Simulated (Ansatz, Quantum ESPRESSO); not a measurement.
# Evanescent states of BeSe, zinc blende type, lattice constant set to 4.973 Å, part 3 of 3

How good a tunnel barrier is BeSe, zinc blende type, lattice constant set to 4.973 Å?

Quantum ESPRESSO 7.5; plane-wave DFT, PBE, GBRV ultrasoft pseudopotentials; cross-check by Ansatz 0.2.0 with PAW datasets.

So far. Step 2 (Ground state): The run needed 8 iterations to bring the estimated error under 1e-09 Ry.

The structure was built from a prototype and need not be the compound's stable phase.

### Step 4. Complex bands with pwcond.x, with ewind = 6.0 and epsproj = 1e-07

Level of this step: complex band structure by pwcond; plane-wave DFT, PBE, GBRV ultrasoft pseudopotentials (Quantum ESPRESSO).

How much does a setting matter? One run is repeated with a change.

Contents of cbs.w.in:

```
&inputcond
  outdir = './out'
  prefixl = 'scf'
  band_file = 'cbs.w'
  ikind = 0
  ewind = 6.0
  epsproj = 1e-07
  nz1 = 7
  energy0 = 4.48
  denergy = -0.16
/
4
  0.00000000 0.00000000 1.00000000
  0.50000000 0.00000000 1.00000000
  0.50000000 0.50000000 1.00000000
  0.25000000 0.00000000 1.00000000
41
```

The run is started by

```console
$ OMP_NUM_THREADS=1 mpirun -n 2 pwcond.x -in cbs.w.in > cbs.w.out
```

Numbers of over 12 decimals in the logs are rounded to 6 here.

The log of the run:

```text
[banner, memory and clock lines left out]
Program PWCOND v.7.5 starts
[citation notice left out]

[...]
./out/scf.save/

     IMPORTANT: XC functional enforced from input :
     Exchange-correlation= PBE
                           (   1   4   3   4   0   0   0)
     Any further DFT definition will be discarded
     Please, verify this is what you really want

     Reading collected, re-writing distributed wavefunctions

===== INPUT FILE containing the left lead =====

     GEOMETRY:

     lattice parameter (alat)  =       6.6451  a.u.
     the volume                =     414.9750 (a.u.)^3
     the cross section         =      44.1575 (a.u.)^2
     l of the unit cell        =       1.4142 (alat)
     number of atoms/cell      =            4
     number of atomic types    =            2

     crystal axes: (cart. coord. in units of alat)
               a(1) = (  1.0000  0.0000  0.0000 )
               a(2) = (  0.0000  1.0000  0.0000 )
               a(3) = (  0.0000  0.0000  1.4142 )

   Cartesian axes

     site n.     atom                  positions (alat units)
          1        Be     tau(  1)=(  0.0000  0.0000  1.4142  )
          2        Se     tau(  2)=(  0.5000  0.0000  0.3536  )
          3        Be     tau(  3)=(  0.5000  0.5000  0.7071  )
          4        Se     tau(  4)=(  0.0000  0.5000  1.0607  )

     nr1s                      =           27
     nr2s                      =           27
     nr3s                      =           40
     nr1sx                     =           27
     nr2sx                     =           27
     nr3sx                     =           40
     nr1                       =           30
     nr2                       =           30
     nr3                       =           45
     nr1x                      =           30
     nr2x                      =           30
     nr3x                      =           45

 _______________________________
  Radii of nonlocal spheres:

     type       ibeta     ang. mom.          radius (alat units)
       Be         1         0                    0.2433
       Be         2         0                    0.2433
       Be         3         0                    0.2433
       Be         4         1                    0.2433
       Be         5         1                    0.2433
       Be         6         2                    0.2433
       Se         1         0                    0.2721
       Se         2         0                    0.2721
       Se         3         1                    0.2721
       Se         4         1                    0.2721
       Se         5         2                    0.2721
       Se         6         2                    0.2721
----- General information -----

----- Complex band structure calculation -----

     nrx                       =           27
     nry                       =           27
     nz1                       =            7

     energy0               =         4.5E+00
     denergy               =        -1.6E-01
     nenergy               =         41
     ecut2d                =         4.0E+01
     ewind                 =         6.0E+00
     epsproj               =         1.0E-07

     number of k_|| points=    4
                       cryst. coord.
        k(    1) = (   0.0000000   0.0000000), wk =   0.2500000
        k(    2) = (   0.5000000   0.0000000), wk =   0.2500000
        k(    3) = (   0.5000000   0.5000000), wk =   0.2500000
        k(    4) = (   0.2500000   0.0000000), wk =   0.2500000
----- Information about left lead -----

     nocros                   =           14
     noins                    =           50
     norb                     =           78
     norbf                    =           78
     nrz                      =           40

      iorb      type   ibeta   ang. mom.   m       position (alat)
        1        1       1        0        1   taunew(   1)=(  0.0000  0.0000  0.0000)
        2        1       2        0        1   taunew(   2)=(  0.0000  0.0000  0.0000)
[...]
78        1       6        2        5   taunew(  78)=(  0.0000  0.0000  1.4142)
    k slab    z(k)  z(k+1)     crossing(iorb=1,norb)
    1   0.0000 0.0354 0.0354   111111111111110000000000000000000000000000000000000000000000000000000000000000
    2   0.0354 0.0707 0.0354   111111111111110000000000000000000000000000000000000000000000000000000000000000
[...]
40   1.3789 1.4142 0.0354   000000000000000000000000000000000000000000000000000000000000000011111111111111
 ngper, shell number =          137          22
 ngper, n2d =          137         137
---  E-Ef =    4.4800000  k =    0.0000000   0.0000000
---  ie =          1  ik =          1
 Nchannels of the left tip =            2
 Right moving states:
   k1(2pi/a)   k2(2pi/a)   E-Ef (eV)
   0.2345397   0.0000000   4.4800000
  -0.2469785  -0.0000000   4.4800000
 Left moving states:
   k1(2pi/a)   k2(2pi/a)   E-Ef (eV)
  -0.2345398   0.0000000   4.4800000
   0.2469785   0.0000000   4.4800000

---  E-Ef =    4.3200000  k =    0.0000000   0.0000000
---  ie =          2  ik =          1
 Nchannels of the left tip =            2
 Right moving states:
   k1(2pi/a)   k2(2pi/a)   E-Ef (eV)
   0.1753375   0.0000000   4.3200000
  -0.3033072  -0.0000000   4.3200000
 Left moving states:
   k1(2pi/a)   k2(2pi/a)   E-Ef (eV)
  -0.1753376   0.0000000   4.3200000
   0.3033072   0.0000000   4.3200000
[... further energies and points left out ...]
---  E-Ef =   -1.7600000  k =    0.2500000   0.0000000
---  ie =         40  ik =          4
 Nchannels of the left tip =            2
 Right moving states:
   k1(2pi/a)   k2(2pi/a)   E-Ef (eV)
   0.4521888  -0.0000000  -1.7600000
   0.4730700   0.0000000  -1.7600000
 Left moving states:
   k1(2pi/a)   k2(2pi/a)   E-Ef (eV)
  -0.4521888  -0.0000000  -1.7600000
  -0.4730699   0.0000000  -1.7600000

---  E-Ef =   -1.9200000  k =    0.2500000   0.0000000
---  ie =         41  ik =          4
 Nchannels of the left tip =            2
 Right moving states:
   k1(2pi/a)   k2(2pi/a)   E-Ef (eV)
   0.4004502  -0.0000000  -1.9200000
   0.4496975   0.0000000  -1.9200000
 Left moving states:
   k1(2pi/a)   k2(2pi/a)   E-Ef (eV)
  -0.4004502  -0.0000000  -1.9200000
  -0.4496974   0.0000000  -1.9200000

[...]
```

Run time: 3.6 min. Hardware: 2 MPI ranks of Arm Neoverse V1, shared host; peak memory 0.15 GiB; 7.1 min of CPU time.

Beside the run it was changed from:

```csv
quantity,this run,unchanged run,difference
peak of the smallest κ at the zone centre (Å⁻¹),0.275,0.275,0
wall time (s),214,137,
```

The physical values in this table stay within 0.05 %.

### Step 5. The same in Ansatz

A second code with its own PAW datasets, on the same atoms.

Level of this step: plane-wave DFT, PBE, Ansatz PAW (Ansatz 0.2.0).

Contents of input.yaml:

```yaml
crystal:
  lattice:
    - [3.5164420228, 0.0, 0.0]
    - [0.0, 3.5164420228, 0.0]
    - [0.0, 0.0, 4.973]
  atoms:
    - { symbol: Be, position: [0.0, 0.0, 0.0] }
    - { symbol: Se, position: [0.5, 0.0, 0.25] }
    - { symbol: Be, position: [0.5, 0.5, 0.5] }
    - { symbol: Se, position: [0.0, 0.5, 0.75] }
kpoints:
  mp_grid: { grid: [8, 8, 6] }
hamiltonian:
  xc: pbe
scf:
  occupations: { method: fixed }
  convergence: { dr2_threshold: 1.0e-09 }
output:
  transmission:
    leads: [[0, 0]]
    kpoints: [[0, 0], [0.5, 0], [0.5, 0.5], [0.25, 0]]
    e_range: [-1.92, 4.48]
    de: 0.16
```

The run is started by

```console
$ ansatz run input.yaml --threads 2 --pin off --max-ram 4096MiB --backend cpu --events-out ev --progress --plain --runs-dir out
```

The log of the run:

```text
Engine: ansatz 0.2.0, aarch64-unknown-linux-gnu
Pseudopotentials: kind: paw
Pseudopotential: Be, paw, valence charge 2, recommended cutoff 420 eV (normal), Be.paw.azcp
Pseudopotential: Se, paw, valence charge 16, recommended cutoff 420 eV (normal), Se.paw.azcp
Functional definition: PBE
  parameter kappa = 0.804
  parameter beta = 0.066725
  exchange = pbe_x(kappa = kappa, mu = beta*pi^2/3)
  correlation = pbe_c(beta = beta)
Crystal: 4 atoms, lattice volume = 61.493 Å³
Basis set: ecut = 420 eV, 1229 PW (Γ)
Bands: 22, of which v1, the nominal top of the filled ones, is band 18 counted from 1 (17 counted from 0)
Symmetry: 16 space group operations
Space group: F-43m (ITA 216), of the structure as read, at distance tolerance 3.9e-5 Å
k-points: 60 of 384 (time reversal used)
Non-local potential: Be, projectors of the file, l = 0: 2, l = 1: 2, l = 2: 1
Non-local potential: Se, projectors of the file, l = 0: 2, l = 1: 2, l = 2: 3, l = 3: 1
PAW form: soft (Blöchl's): semilocal exchange-correlation on the pseudo side does not see the compensation charge
PAW one-centre angular grid: Be, 110 points (default); XC on 64 Gauss nodes
PAW one-centre angular grid: Se, 590 points (default); XC on 64 Gauss nodes
Initial density: superposition of atomic densities (neutral atoms: chi_scale 0, normalization atom), corrected by the library's trained network
Initial wavefunctions: pseudopotential atomic-orbital guess
Functional: x = pbe(κ = 0.804, μ = 0.219515), c = pbe(β = 0.066725)
SCF iter   1: F=—  HF=-11126.617631 eV  |F-HF|=—  |Δ(HF+E_count)|=         —  Δρ=7.34e-4  dr2=3.76e-4  ethr=1.77e-3  ⟨swp⟩=5.1  Hψ=5496  notcnv=0  defer=94
preconditioner: auto → none  [insulator: Δε(μ)=2.391 eV  Ē_g=11.120 eV  n_scr=14 (ndim 8)  ℏωp=18.9 eV  f_vac=0.005  ε∞_Penn≈3.9]
SCF iter   2: F=—  HF=-11126.617638 eV  |F-HF|=—  |Δ(HF+E_count)|=   6.84e-6  Δρ=3.33e-4  dr2=5.78e-5  ethr=1.04e-6  ⟨swp⟩=2.4  Hψ=2593  notcnv=0  defer=119
SCF iter   3: F=—  HF=-11126.617695 eV  |F-HF|=—  |Δ(HF+E_count)|=   5.66e-5  Δρ=1.25e-4  dr2=9.38e-6  ethr=1.60e-7  ⟨swp⟩=2.4  Hψ=2379  notcnv=0  defer=114
SCF iter   4: F=—  HF=-11126.617696 eV  |F-HF|=—  |Δ(HF+E_count)|=   1.49e-6  Δρ=4.32e-5  dr2=6.59e-7  ethr=2.61e-8  ⟨swp⟩=2.0  Hψ=2397  notcnv=0  defer=9
SCF iter   5: F=—  HF=-11126.617698 eV  |F-HF|=—  |Δ(HF+E_count)|=   1.55e-6  Δρ=6.41e-6  dr2=1.31e-8  ethr=1.83e-9  ⟨swp⟩=3.0  Hψ=2400  notcnv=0  defer=3
SCF iter   6: F=—  HF=-11126.617698 eV  |F-HF|=—  |Δ(HF+E_count)|=   3.38e-8  Δρ=1.38e-6  dr2=1.38e-9  ethr=3.63e-11  ⟨swp⟩=2.0  Hψ=1800  notcnv=0  defer=3
SCF iter   7: F=-11126.617698 eV  HF=-11126.617698 eV  |F-HF|=7.28e-12  |Δ(HF+E_count)|=  1.82e-11  Δρ=9.91e-8  dr2=3.08e-12  ethr=2.78e-12  ⟨swp⟩=4.1  Hψ=4155  notcnv=0
SCF 1 converged in 7 iterations: F = -11126.617698 eV  dr2 = 3.08e-12
  greatest PAW one-centre occupation: 1.000 electrons in one spin orbital (limit 2), on the Se atom at site 3 (counted from 0), in its partial waves of l = 2
transmission: 7 of 28 steps passed
transmission: 14 of 28 steps passed
transmission: 21 of 28 steps passed
transmission: 28 of 28 steps passed
SCF converged after 7 iterations
Free energy (F): -11126.617698 eV
Harris-Foulkes:  -11126.617698 eV  (|F-HF|=7.28e-12)
Internal energy: -11126.617698 eV  (E = F + TS)
E sigma→0 (E₀):  -11126.617698 eV
Fermi energy:    8.374891 eV
--- Per-component energies (eV) ---
  E_band       = -726.156164
  E_kinetic    = 285.076191
  E_local      = -4848.986778  (includes V_loc(G=0)·N_el)
  E_nonlocal   = -1183.928963
  E_hartree    = 2412.640939
  E_xc         = -250.928758
  E_vxc        = -241.995980  (∫ρ·V_xc dr)
  E_paw        = -3940.178009  (= ΣΔE_a)
  E_vpaw       = 438.398688  (= ΣTr[D̂ρ^β])
  E_aug_tail   = -0.001243  (compensation charges beyond the density's cutoff)
  E_ewald      = -3600.311077
  E_smearing   = -0.000000  (= −TS)
  E_closure    = 0.000000  (closes the sum)
  Σ components = -11126.617698   (vs F -11126.617698, Δ=0.00e0)
--- Band table (eV; the first three rows and the last of 60) ---
  k-point 0: bands = [... 14 lower, 5.3373, 8.3749, 8.3749, 8.3749, 10.7672, 12.5109, 13.3662, 13.3663]
  k-point 1: bands = [... 14 lower, 5.4691, 7.7887, 8.0117, 8.0117, 10.9628, 12.6830, 13.0598, 13.9017]
  k-point 2: bands = [... 14 lower, 5.8565, 6.5576, 7.2472, 7.2472, 11.4619, 12.6102, 13.2608, 15.1388]
  k-point 59: bands = [... 14 lower, 4.0056, 4.0056, 4.5701, 4.5701, 14.6252, 14.6252, 15.7582, 15.7582]
--- Transmission ---
  basis      : 109 plane waves across, 7 finite elements along
  points     : 4, as listed
  energies   : 41 from -1.920000 to 4.480000 eV about the Fermi level, 0.160000 eV apart; the leads are filled to 1.196158 eV, and channels, transmission and decay are at 1.120000 eV
  crystal 0  : Se2Be2, at the sites [0, 0], period 4.9730 Å: whole cells are its period
    offset         : up to 0.0000 Å between an atom of the period and one for which it stands
    channels       : 0.000000e0 a spin
    conductance    : none, the energies end too early or step too widely for 300 K: set another output.transmission.e_range or a lower de, or, where they end at an eighth of basis.ecutwfc, a higher one
    slowest decay  : 0.2366 /Å at (0.0000, 0.0000)
```

Elapsed: 14 s, on 2 threads; peak memory 0.39 GiB; 27 s of CPU time.

This step gave:

- free energy: -11126.6177 eV
- gap by band count: 2.392 eV
- symmetry operations: 16
- slowest decay at the grid energy nearest mid-gap: 0.2366 Å⁻¹
- peak of the smallest κ at the zone centre: 0.2750 Å⁻¹
- peak of the smallest κ at (1/4, 0): 0.3299 Å⁻¹
- valence top, on the run's zero: 8.375 eV

K across = (0, 0) in the cell's reciprocal vectors; values within 0.0025 1/Å of each other count once, columns are sorted by size at each energy, a dash where no further value was kept. Table of Im kz of the slowest decaying states by energy, zero at the highest filled level of the SCF mesh:

```csv
energy (eV),decay 1 (Å⁻¹),decay 2 (Å⁻¹),decay 3 (Å⁻¹)
-1.92,0.865,-,-
-1.76,0.849,-,-
-1.60,0.832,-,-
-1.44,0.816,-,-
-1.28,0.799,-,-
-1.12,0.782,-,-
-0.96,0.765,-,-
-0.64,0.730,1.49,-
-0.48,0.712,1.46,-
-0.32,0.693,1.42,-
-0.16,0.674,1.39,-
0.00,0.00192,0.654,1.36
0.16,0.101,0.128,0.633
0.32,0.140,0.177,0.612
0.48,0.168,0.211,0.590
0.64,0.191,0.237,0.567
0.80,0.209,0.258,0.543
0.96,0.224,0.276,0.518
1.12,0.237,0.289,0.491
1.44,0.256,0.31,0.430
1.60,0.264,0.317,0.395
1.76,0.270,0.323,0.356
1.92,0.275,0.310,0.327
2.08,0.255,0.279,0.329
2.24,0.180,0.281,0.330
2.40,0.283,0.330,0.805
2.56,0.284,0.328,0.759
2.72,0.283,0.325,0.711
2.88,0.282,0.321,0.661
3.04,0.280,0.315,0.608
3.20,0.277,0.309,0.553
3.52,0.268,0.291,0.433
3.68,0.262,0.280,0.366
3.84,0.255,0.267,0.290
4.00,0.193,0.247,0.251
4.16,0.234,0.238,1.40
4.32,0.213,0.228,1.38
4.48,0.189,0.218,1.37
```

K across = (0, 0) in the cell's reciprocal vectors. The Re kz of states that move upwards by energy, zero at the highest filled level of the SCF mesh:

```csv
energy (eV),channel 1 (Å⁻¹),channel 2 (Å⁻¹),channel 3 (Å⁻¹)
-1.92,-0.437,0.627,0.627
-1.76,-0.590,-0.590,-0.412
-1.44,-0.503,-0.503,-0.361
-1.28,-0.461,-0.461,-0.335
-0.96,-0.378,-0.378,-0.280
-0.80,-0.336,-0.336,-0.252
-0.64,-0.292,-0.292,-0.221
-0.32,-0.196,-0.196,-0.151
-0.16,-0.135,-0.135,-0.105
0.00,-,-,-
0.32,-,-,-
0.48,-,-,-
0.80,-,-,-
0.96,-,-,-
1.12,-,-,-
1.44,-,-,-
1.60,-,-,-
1.76,-,-,-
2.08,-,-,-
2.24,-,-,-
2.56,0.195,-,-
2.72,0.276,-,-
2.88,0.344,-,-
3.20,0.462,-,-
3.36,0.518,-,-
3.52,0.574,-,-
3.84,-0.574,-,-
4.00,-0.514,-,-
4.32,-0.386,0.218,-
4.48,-0.315,0.293,-
```

K across = (1/2, 0) in the cell's reciprocal vectors; values within 0.0025 1/Å of each other count once, columns are sorted by size at each energy, a dash where no further value was kept. Table of Im kz of the slowest decaying states by energy, zero at the highest filled level of the SCF mesh:

```csv
energy (eV),decay 1 (Å⁻¹),decay 2 (Å⁻¹),decay 3 (Å⁻¹)
-1.92,0.709,1.46,-
-1.60,0.542,1.42,-
-1.28,1.39,-,-
-0.96,0.144,0.496,1.35
-0.64,0.204,0.609,1.32
-0.32,0.244,0.663,1.28
-0.16,0.260,0.680,1.26
0.00,0.273,0.693,1.24
0.16,0.285,0.702,1.22
0.48,0.304,0.713,1.19
0.80,0.319,0.717,1.15
1.12,0.328,0.715,1.10
1.44,0.334,0.709,1.06
1.76,0.337,0.698,1.02
2.08,0.335,0.684,0.972
2.40,0.330,0.667,0.925
2.72,0.321,0.647,0.874
2.88,0.315,0.636,0.848
3.20,0.299,0.611,0.793
3.52,0.278,0.583,0.734
3.84,0.248,0.551,0.669
4.16,0.207,0.515,0.595
4.48,0.141,0.474,0.506
```

K across = (1/2, 1/2) in the cell's reciprocal vectors; values within 0.0025 1/Å of each other count once, columns are sorted by size at each energy, a dash where no further value was kept. The Im kz of the slowest decaying states by energy, zero at the highest filled level of the SCF mesh:

```csv
energy (eV),decay 1 (Å⁻¹),decay 2 (Å⁻¹)
-1.92,0.323,0.351
-1.76,0.332,0.366
-1.60,0.340,0.380
-1.44,0.345,0.391
-1.28,0.349,0.401
-1.12,0.352,0.409
-0.96,0.353,0.415
-0.64,0.351,0.425
-0.48,0.349,0.428
-0.32,0.346,0.430
-0.16,0.341,0.432
0.00,0.336,0.432
0.16,0.330,0.432
0.32,0.322,0.430
0.48,0.314,0.428
0.64,0.304,0.426
0.80,0.294,0.422
0.96,0.282,0.418
1.12,0.269,0.413
1.44,0.238,0.400
1.60,0.219,0.393
1.76,0.197,0.385
1.92,0.172,0.375
2.08,0.141,0.365
2.24,0.0994,0.355
2.40,0.343,-
2.56,0.330,-
2.72,0.315,-
2.88,0.300,-
3.04,0.282,-
3.20,0.263,-
3.52,0.217,-
3.68,0.188,-
3.84,0.153,-
4.00,0.104,-
4.16,-,-
4.32,-,-
4.48,-,-
```

K across = (1/4, 0) in the cell's reciprocal vectors; values within 0.0025 1/Å of each other count once, columns are sorted by size at each energy, a dash where no further value was kept. Table of Im kz of the slowest decaying states by energy, zero at the highest filled level of the SCF mesh:

```csv
energy (eV),decay 1 (Å⁻¹),decay 2 (Å⁻¹),decay 3 (Å⁻¹)
-1.92,0.108,1.15,1.46
-1.76,0.102,1.13,1.45
-1.60,0.0847,1.12,1.44
-1.44,0.0426,1.10,1.42
-1.28,1.08,1.41,-
-1.12,1.06,1.39,-
-0.96,1.04,1.38,-
-0.64,0.0834,1.00,1.34
-0.48,0.140,0.985,1.33
-0.32,0.177,0.965,1.31
-0.16,0.151,0.205,0.945
0.00,0.226,0.924,1.28
0.16,0.246,0.277,0.904
0.32,0.262,0.316,0.882
0.48,0.276,0.348,0.861
0.64,0.287,0.375,0.839
0.80,0.297,0.398,0.816
0.96,0.306,0.418,0.793
1.12,0.312,0.435,0.770
1.44,0.323,0.463,0.721
1.60,0.326,0.474,0.695
1.76,0.328,0.484,0.668
1.92,0.330,0.492,0.640
2.08,0.330,0.498,0.611
2.24,0.329,0.504,0.580
2.40,0.327,0.508,0.547
2.56,0.325,0.511,0.986
2.72,0.321,0.475,0.513
2.88,0.316,0.433,0.514
3.04,0.310,0.387,0.514
3.20,0.302,0.333,0.512
3.52,0.177,0.284,0.504
3.68,0.272,0.498,0.837
3.84,0.258,0.490,0.816
4.00,0.242,0.479,0.795
4.16,0.222,0.466,0.774
4.32,0.199,0.450,0.754
4.48,0.169,0.430,0.735
```

### Step 6. Worked from the printed numbers

T falls as exp(−2κd). With κ = 0.242 1/Å, 10 Å of barrier pass exp(−2 × 0.242 × 10) = 0.0079 of that channel, interfaces aside.

### Step 7. What came out

| Quantity | Value |
| --- | --- |
| gap on the SCF mesh | 2.38 eV |
| smallest κ at mid-gap among the four k points, at the zone centre | 0.242 Å⁻¹ |
| peak of the smallest κ in the stop band at the zone centre | 0.275 Å⁻¹ |
| peak of the smallest κ in the stop band at (1/4, 0) | 0.330 Å⁻¹ |
| energy of the peak at the zone centre, over the highest filled level | 1.92 eV |
| peak at the zone centre by Ansatz | 0.275 Å⁻¹ |

In words: With a gap of 2.38 eV on the mesh, the smallest κ at mid-gap among the four k points, at the zone centre is 0.242 Å⁻¹ (PBE, GBRV ultrasoft). For a barrier with the Fermi level at mid-gap the slowest state found, at the zone centre, loses a factor of ten in probability every 4.8 Å or so. Stop bands away from the zone centre are mostly wider than the gap, so their peaks can lie above the conduction bottom. At the zone centre pwcond's peak is 0.275 and Ansatz's 0.275 1/Å, 0 % apart. The cell is the a/√2 one, turned by 45°, with two primitive cells, so X along [001] folds onto kz = 0. A semilocal gap is too small, often by a third to a half and by more in narrow-gap crystals, so real barriers decay faster. Spin-orbit coupling is left out; depending on the atoms that carry the levels of interest, it can split and shift them by tens to hundreds of meV.

[Logs are printed without paths, hosts, clocks, repeated set-up lines and the standing remarks that a program may print on its own settings, such as how far it seeks lower states.]

[Hosts, paths, dates, database ids (printed as entryN), source tags and the programs' standing remarks are cut or masked in the printed files.]

[Maps of the electrostatic potential energy from Ansatz leave out the sawtooth potential of an applied field or a dipole correction, so their vacuum need not be flat; planar profiles and work functions include it.]
